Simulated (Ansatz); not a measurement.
Runs of Ansatz 0.2.0 on ZrN. It takes space group Fm-3m (No. 225, cubic). The conventional cell has a = 4.600 Å, b = 4.600 Å, c = 4.600 Å, α = 90.00°, β = 90.00°, γ = 90.00°. Zr (site symmetry m-3m) is surrounded by 6 N at 2.30 Å. N (site symmetry m-3m) is surrounded by 6 Zr at 2.30 Å. 

| task | level | k mesh | cutoff (eV) | smearing | basis error allowed | mesh quality | gap on the mesh (eV) | pressure (GPa) |
| --- | --- | --- | --- | --- | --- | --- | --- | --- |
| band structure | RPBE | 10 × 10 × 10 | 281 | fermi-dirac 0.05 eV | 0.001 eV/atom | not flagged | - | (b) |
| band structure | BLYP | 10 × 10 × 10 | 280 | fermi-dirac 0.05 eV | 0.001 eV/atom | not flagged | - | 7.5 |
| single point | PBE | 10 × 10 × 10 | 281 | gaussian 0.024 eV | 0.001 eV/atom | not flagged | none | -0.8 |
| phonons | PBE | 7 × 7 × 7 | 297 | fermi-dirac 0.05 eV | 0.001 eV/atom | coarse | none | - |
| single point | PBE | 4 × 4 × 4 | 259 | fermi-dirac 0.03 eV | 0.002 eV/atom | coarse | none | -0.6 |
| single point | PBEsol | 10 × 10 × 10 | 281 | gaussian 0.1 eV | 0.001 eV/atom | not flagged | none | (a) |
| single point | PBE | 10 × 10 × 10 | 281 | gaussian 0.013 eV | 0.001 eV/atom | not flagged | none | -0.8 |
| single point | PBE | 10 × 10 × 10 | 281 | gaussian 0.025 eV | 0.001 eV/atom | not flagged | none | -0.8 |
| single point | PBE | 10 × 10 × 10 | 281 | gaussian 0.022 eV | 0.001 eV/atom | not flagged | none | -0.8 |
| elastic constants | LDA | 7 × 7 × 7 | 296 | fermi-dirac 0.05 eV | 0.001 eV/atom | coarse | none | -12.4 |
| phonons | PBEsol | 7 × 7 × 7 | 297 | fermi-dirac 0.05 eV | 0.001 eV/atom | coarse | none | - |
| single point | PBE | 10 × 10 × 10 | 281 | gaussian 0.017 eV | 0.001 eV/atom | not flagged | none | -0.8 |

Alike in all rows: potentials or basis all-electron LAPW, scalar-relativistic; no spin polarisation; cell as given.

Problem. Estimate the missing entries.

Solution. (a) -7.8; (b) 3.0.

Caveats: some runs use coarse meshes; the k mesh is thin for a metal, which can move the energy by tens of meV per atom (some runs); a metal's response needs a denser mesh (some runs); the cell is more than 3 GPa from zero pressure, which shifts response properties (some runs); elastic constants of metals need much finer meshes, so these are rough (some runs).

A k mesh can miss the band edges, and the runs leave out spin-orbit coupling on Zr.

A gap of «none» marks a metal or a gap under the smearing width.
